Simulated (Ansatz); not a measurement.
**Fixed-spin-moment curve of Fe**

We look at Fe: a measured crystal structure (space group Fm-3m), with 1 atom per cell. Source: COD entry 9015166; it may be a high-temperature, high-pressure or metastable form.

```
Fe
1.0
     0.00000    1.78450    1.78450
     1.78450    0.00000    1.78450
     1.78450    1.78450    0.00000
Fe
1
Direct
  0.00000 0.00000 0.00000
```

Atoms are numbered from 1 in the order listed.

All numbers below come from DFT, PBE, PAW, plane waves, scalar-relativistic (Ansatz).

```
Plane-wave cutoff : 420 eV
k-point mesh      : 12×12×12 (Γ-centred)
Occupations       : Fermi–Dirac smearing, 0.1 eV
```

Moments by site are taken inside atomic spheres; the rest lies between them.

For a metal this mesh leaves errors of several meV/atom.

The total moment of the cell is held fixed (separate Fermi levels for the two spins), shared at the start among the Fe atoms with one sign; no search for lower states follows. Energies are free energies per cell above the lowest run, the runs with a free moment included. Each row is one local solution, which need not be the lowest state at that M. The run at M = 0 starts without moments and gives the spin-unpolarised solution. The cell holds one magnetic atom, so only parallel order fits; orders in a larger cell may lie lower. The program warns that the SCF threshold is loose for stress, so pressures can be off by 0.1 GPa or more.

The run at M = 1.53 μB took 1.7 s on 2 threads of x86-64 server CPU (shared host), peak memory 0.31 GiB.

| fixed M (μB/cell) | F − F(lowest) (meV/cell) | moments of Fe1 (μB) | pressure (GPa) |
| --- | --- | --- | --- |
| 0.00 | 66 | 0.00 | -22.7 |
| 0.38 | 55 | 0.39 | -21.4 |
| 0.76 | 31 | 0.78 | -18.4 |
| 1.14 | 8 | 1.16 | -14.6 |
| 1.53 | 0 | 1.56 | -9.3 |
| 1.91 | 3 | 1.94 | -2.4 |
| 2.29 | 7 | 2.32 | 5.7 |
| 2.67 | 41 | 2.69 | 15.4 |
| 3.05 | 254 | 3.00 | 27.6 |

The lowest fixed-moment run is the one at M = 1.53 μB (0 meV). With the constraint released: “usual moment, free total moment [Fe1 4.00 μB]” ends at 1.49 μB, 0 meV; “usual moment scaled by 0.1, free total moment [Fe1 0.40 μB]” ends at 1.49 μB, 0 meV.
